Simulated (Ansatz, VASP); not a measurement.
# BeAu: VASP beside Ansatz, part 2 of 2

Wanted: the spread between two codes on one cell, functional and k mesh.

VASP 6.6.1 and Ansatz 0.2.0.

So far: Set-up; VASP: relaxation of cell and atoms, r2SCAN with rVV10.

The database entry behind the starting cell is an old determination (1947), so it need not match the best structure at ambient conditions.

**3. Ansatz: relaxation of cell and atoms, r2SCAN with rVV10**

Level of this step: Ansatz beside VASP: Kohn-Sham DFT, plane waves, r2SCAN with rVV10 (Ansatz).

Ansatz runs on its default PAW (the set named soft_2) files.

The same cell, functional, mesh and smearing now go to Ansatz, which takes its cutoff from its data sets.

input.yaml reads:

```yaml
crystal:
  lattice:
    - [4.668, 0.0, 0.0]
    - [0.0, 4.668, 0.0]
    - [0.0, 0.0, 4.668]
  atoms:
    - { symbol: Be, position: [0.844, 0.844, 0.844] }
    - { symbol: Be, position: [0.656, 0.156, 0.344] }
    - { symbol: Be, position: [0.344, 0.656, 0.156] }
    - { symbol: Be, position: [0.156, 0.344, 0.656] }
    - { symbol: Au, position: [0.15, 0.15, 0.15] }
    - { symbol: Au, position: [0.35, 0.85, 0.65] }
    - { symbol: Au, position: [0.65, 0.35, 0.85] }
    - { symbol: Au, position: [0.85, 0.65, 0.35] }
hamiltonian:
  xc: r2scan
  pseudopotentials: { kind: paw }
  dispersion: rvv10
kpoints:
  mp_grid: { grid: [5, 5, 5] }
scf:
  occupations: { method: fermi_dirac, width: 0.05 }
relax:
  f_tol: 0.01
  max_steps: 60
  cell: { stress_tol: 0.05 }
output:
  forces: true
  stress: true
```

On the command line:

```sh
$ ansatz run input.yaml --threads 4 --pin off --max-ram 9216MiB --backend cpu --events-out ev --progress --plain --runs-dir out
```

Numbers of over 12 decimals in the logs are rounded to 6 here.

Log:

```text
Engine: ansatz 0.2.0, aarch64-unknown-linux-gnu
Pseudopotentials: kind: paw
Pseudopotential: Be, paw, valence charge 2, recommended cutoff 500 eV (meta_gga), Be.paw.azcp
Pseudopotential: Au, paw, valence charge 19, recommended cutoff 500 eV (meta_gga), Au.paw.azcp
Functional definition: r2SCAN+rVV10
  parameter k0 = 0.174
  parameter k1 = 0.065
  parameter a1 = 4.9479
  exchange = r2scan_x(k0 = k0, k1 = k1, a1 = a1)
  correlation = r2scan_c + rvv10(11.95, 0.0093)
Crystal: 8 atoms, lattice volume = 101.717 Å³
Basis set: ecut = 500 eV, 2553 PW (Γ), exchange–correlation on 160×160×160 points (64 copies of the dense FFT grid, shifted against one another)
Bands: 51, of which v1, the nominal top of the filled ones, is band 42 counted from 1 (41 counted from 0)
Symmetry: 12 space group operations
Space group: P213 (ITA 198), of the structure as read, at distance tolerance 4.7e-5 Å
k-points: 11 of 125 (time reversal used)
Non-local potential: Be, projectors of the file, l = 0: 2, l = 1: 2, l = 2: 1
Non-local potential: Au, projectors of the file, l = 0: 3, l = 1: 2, l = 2: 2, l = 3: 1
PAW form: soft (Blöchl's): semilocal exchange-correlation on the pseudo side does not see the compensation charge
rVV10 density: all electrons in the spheres
PAW frozen core: Be, regenerated for the run's functional (the file was generated under x = pbe(κ = 0.804, μ = 0.219515), c = pbe(β = 0.066725))
PAW frozen core: Au, regenerated for the run's functional (the file was generated under x = pbe(κ = 0.804, μ = 0.219515), c = pbe(β = 0.066725))
PAW one-centre angular grid: Be, 302 points (default); XC on 255 of its mesh's 2635 points in the sphere
PAW one-centre angular grid: Au, 590 points (default); XC on 160 Gauss nodes
Initial density: superposition of atomic densities (neutral atoms: chi_scale 0, normalization atom), corrected by the library's trained network
Initial wavefunctions: pseudopotential atomic-orbital guess
Functional: x = r2scan, c = r2scan + rvv10(b = 11.95, C = 0.0093); τ floored in thin density (d = 2e-4 eV/Å³)
SCF iter   1: F=—  HF=-53015.806557 eV  |F-HF|=—  |Δ(HF+E_count)|=         —  Δρ=1.05e-2  dr2=1.52e-1  dr2_τ=1.03e-1  ethr=1.77e-3  ⟨swp⟩=7.0  Hψ=2305  notcnv=0  defer=2
preconditioner: auto → Kerker (q_TF=auto, 2.643 Å⁻¹)  [metal: Δε(μ)=0.069 eV  Ē_g=10.214 eV  σ=0.050 eV  W_gap=0.33  n_scr=26 (ndim 8)  ℏωp=26.5 eV  f_vac=0.000  D(μ)=2.91/eV (n_scr^D=18)]
SCF iter   2: F=—  HF=-53015.925889 eV  |F-HF|=—  |Δ(HF+E_count)|=   1.19e-1  Δρ=4.60e-3  dr2=2.83e-2  dr2_τ=3.79e-3  ethr=1.81e-4  ⟨swp⟩=2.0  Hψ=985  notcnv=0  defer=31
SCF iter   3: F=—  HF=-53015.929938 eV  |F-HF|=—  |Δ(HF+E_count)|=   4.05e-3  Δρ=1.99e-3  dr2=4.53e-3  dr2_τ=2.15e-4  ethr=3.36e-5  ⟨swp⟩=2.1  Hψ=791  notcnv=0  defer=31
SCF iter   4: F=—  HF=-53015.930080 eV  |F-HF|=—  |Δ(HF+E_count)|=   1.42e-4  Δρ=4.54e-4  dr2=1.98e-4  dr2_τ=8.86e-6  ethr=5.39e-6  ⟨swp⟩=2.0  Hψ=819  notcnv=0  defer=31
SCF iter   5: F=—  HF=-53015.930215 eV  |F-HF|=—  |Δ(HF+E_count)|=   1.35e-4  Δρ=1.40e-4  dr2=1.72e-5  dr2_τ=7.75e-7  ethr=2.36e-7  ⟨swp⟩=2.0  Hψ=819  notcnv=0  defer=31
SCF iter   6: F=—  HF=-53015.930184 eV  |F-HF|=—  |Δ(HF+E_count)|=   3.09e-5  Δρ=3.95e-5  dr2=1.62e-6  dr2_τ=1.56e-8  ethr=2.05e-8  ⟨swp⟩=2.0  Hψ=819  notcnv=0  defer=31
SCF iter   7: F=—  HF=-53015.930187 eV  |F-HF|=—  |Δ(HF+E_count)|=   2.89e-6  Δρ=1.39e-5  dr2=1.59e-7  dr2_τ=1.54e-8  ethr=1.92e-9  ⟨swp⟩=2.0  Hψ=820  notcnv=0  defer=31
SCF iter   8: F=-53015.930187 eV  HF=-53015.930187 eV  |F-HF|=2.18e-10  |Δ(HF+E_count)|=   1.90e-7  Δρ=3.05e-6  dr2=1.25e-8  dr2_τ=1.32e-9  ethr=1.19e-10  ⟨swp⟩=4.3  Hψ=1833  notcnv=0
SCF 1 converged in 8 iterations: F = -53015.930187 eV  dr2 = 1.25e-8
  greatest PAW one-centre occupation: 1.003 electrons in one spin orbital (limit 2), on the Au atom at site 7 (counted from 0), in its partial waves of l = 0
relax step   1: F+E_penalty+E_count = -53015.93018745 eV  Δ(F+E_penalty+E_count) = +0.000e0 eV  max|allowed force component| = 5.500e-2 eV/Å  Δτ_max = 0.0000 Å  P = +0.547 GPa  Ω = 101.717 Å³  (8 SCF iters, dr2 threshold 1.00e-7 eV, accepted)
[...]
relax step   2: F+E_penalty+E_count = -53015.93484441 eV  Δ(F+E_penalty+E_count) = -4.657e-3 eV  max|allowed force component| = 3.295e-2 eV/Å  Δτ_max = 0.0107 Å  P = -0.382 GPa  Ω = 102.216 Å³  energy of the carried Pulay correction = -1.953e-4 eV  (5 SCF iters, dr2 threshold 7.47e-7 eV, accepted)
[...]
relax step   3: F+E_penalty+E_count = -53015.93774944 eV  Δ(F+E_penalty+E_count) = -2.905e-3 eV  max|allowed force component| = 5.684e-3 eV/Å  Δτ_max = 0.0154 Å  P = -0.082 GPa  Ω = 101.963 Å³  energy of the carried Pulay correction = -9.660e-5 eV  (7 SCF iters, dr2 threshold 3.65e-7 eV, accepted)
[...]
relax step   4: F+E_penalty+E_count = -53015.93786150 eV  Δ(F+E_penalty+E_count) = -1.121e-4 eV  max|allowed force component| = 6.465e-4 eV/Å  Δτ_max = 0.0031 Å  P = -0.012 GPa  Ω = 101.912 Å³  energy of the carried Pulay correction = -7.663e-5 eV  (6 SCF iters, dr2 threshold 1.67e-8 eV, accepted)
[...]
relax step   5: F+E_penalty+E_count = -53015.93797517 eV  Δ(F+E_penalty+E_count) = -1.137e-4 eV  max|allowed force component| = 5.931e-4 eV/Å  Δτ_max = 0.0000 Å  P = -0.011 GPa  Ω = 101.912 Å³  stress off target by 1.11e-2 GPa  SCF on the basis re-selected at this cell (its energy is not comparable with the rows above)  (5 SCF iters)
basis re-selected at this cell: Δ(F+E_penalty+E_count) = -1.137e-4 eV, ΔP = +0.001 GPa vs the last step (what re-selecting the basis moved, of the pressure what is left beyond the Pulay correction that the steps carried, after the strain that the cell walked since its last selection, with what the two solves' SCF thresholds leave and, on support functions, any second-order correction that the steps lacked; it is no m [...]
SCF converged after 5 iterations
Free energy (F): -53015.937975 eV
Harris-Foulkes:  -53015.937975 eV  (|F-HF|=3.64e-11)
Internal energy: -53015.914779 eV  (E = F + TS)
E sigma→0 (E₀):  -53015.926377 eV
Entropy (-TS):   -0.023196 eV (-2.900 meV/atom)
Fermi energy:    16.684997 eV
--- Per-component energies (eV) ---
  E_band       = -1184.205903
  E_kinetic    = 2492.556480
  E_local      = -8928.835610  (includes V_loc(G=0)·N_el)
  E_nonlocal   = 304.551781
  E_hartree    = 3837.135406
  E_xc         = -938.707006
  E_vxc        = -1324.349210  (∫ρ·V_xc dr)
  E_paw        = -39158.926373  (= ΣΔE_a)
  E_vpaw       = -1492.767368  (= ΣTr[D̂ρ^β])
  E_aug_tail   = 0.002214  (compensation charges beyond the density's cutoff)
  E_vtau       = 90.365023  (kinetic-family band-sum trace: ∫τ·v_τ [+ j·A + Jᵃ·Aᵃ] dr)
  E_ewald      = -10622.938268
  E_core_change = -0.753403  (= ΣΔE_core)
  E_smearing   = -0.023196  (= −TS)
  E_closure    = 0.000000  (closes the sum)
  Σ components = -53015.937975   (vs F -53015.937975, Δ=0.00e0)
--- Forces (eV/Å), atoms counted from 1 ---
  atom   1  Be     0.00050584     0.00050584     0.00050584
  atom   2  Be    -0.00050584    -0.00050584     0.00050584
  atom   3  Be     0.00050584    -0.00050584    -0.00050584
  atom   4  Be    -0.00050584     0.00050584    -0.00050584
  atom   5  Au    -0.00059312    -0.00059312    -0.00059312
  atom   6  Au     0.00059312     0.00059312    -0.00059312
  atom   7  Au    -0.00059312     0.00059312     0.00059312
  atom   8  Au     0.00059312    -0.00059312     0.00059312
  max |Σ_I F_I| component: 5.56e-17 eV/Å
--- Stress (GPa, compression-positive) ---
       -0.011061       0.000000       0.000000
        0.000000      -0.011061       0.000000
        0.000000       0.000000      -0.011061
  P = ⅓ Tr σ = -0.0111 GPa (-0.111 kbar)
--- Relaxed structure (4 steps of the walk, 4 accepted, 1 SCFs on fresh bases) ---
  F+E_penalty+E_count = -53015.93797517 eV   max|allowed force component| = 5.931e-4 eV/Å   (the final SCF, on the basis selected at the relaxed cell)
  cell:  # Å, volume = 101.9123 Å³
    - [4.670990, 0, 0]
    - [0, 4.670990, 0]
    - [0, 0, 4.670990]
  atoms:
    - { symbol: Be, position: [0.845625, 0.845625, 0.845625] }
    - { symbol: Be, position: [0.654375, 0.154375, 0.345625] }
    - { symbol: Be, position: [0.345625, 0.654375, 0.154375] }
    - { symbol: Be, position: [0.154375, 0.345625, 0.654375] }
    - { symbol: Au, position: [0.153619, 0.153619, 0.153619] }
    - { symbol: Au, position: [0.346381, 0.846381, 0.653619] }
    - { symbol: Au, position: [0.653619, 0.346381, 0.846381] }
    - { symbol: Au, position: [0.846381, 0.653619, 0.346381] }
```

The job ended after 21 s (4 threads of Arm Neoverse V1, shared host; peak memory 0.67 GiB).

**4. Differences**

Known differences besides the potentials themselves: VASP keeps PBE cores, Ansatz makes them for the functional; both relaxations stop at a tolerance, which leaves soft axes loose, and VASP keeps its plane-wave basis; the data sets hold 84 valence electrons in Ansatz (default PAW (the set named soft_2) files) and 52 in VASP; the cutoff is 500 eV in Ansatz and 520 eV in VASP; Ansatz adds a Pulay correction to the stress that steers its cell, VASP none. Total energies have different zeros and are not compared.

The two programs side by side:

| quantity | Ansatz | VASP | difference |
| --- | --- | --- | --- |
| volume (Å³) | 101.91 | 102.34 | -0.42 % |
| edge a after relaxation, in the typed setting (Å) | 4.671 | 4.678 | -0.14 % |

The walks stopped with -0.01 GPa left in Ansatz and -0.06 GPa in VASP; each walk ends within a tolerance, so the volume difference is uncertain by about these residues over the bulk modulus, most in soft cells.

**5. Outcome**

```yaml
difference_in_volume_relaxation_of_cell_and_atoms_r2scan_with_rvv10: -0.42 %
```

The difference in volume is -0.42 % (relaxation of cell and atoms, r2SCAN with rVV10), within the 1.2 % picked in this series as the mark of a large difference, as far as the stopping tolerances let one tell. How closely two codes agree says nothing of how well the functional describes the real material.

[Lines on the potential files, build, host, timing and source positions are cut from VASP's logs without a mark.]

[Logs are printed without paths, hosts, clocks, repeated set-up lines and the standing remarks that a program may print on its own settings, such as how far it seeks lower states.]

[Hosts, paths, dates, database ids (printed as entryN), source tags and the programs' standing remarks are cut or masked in the printed files.]
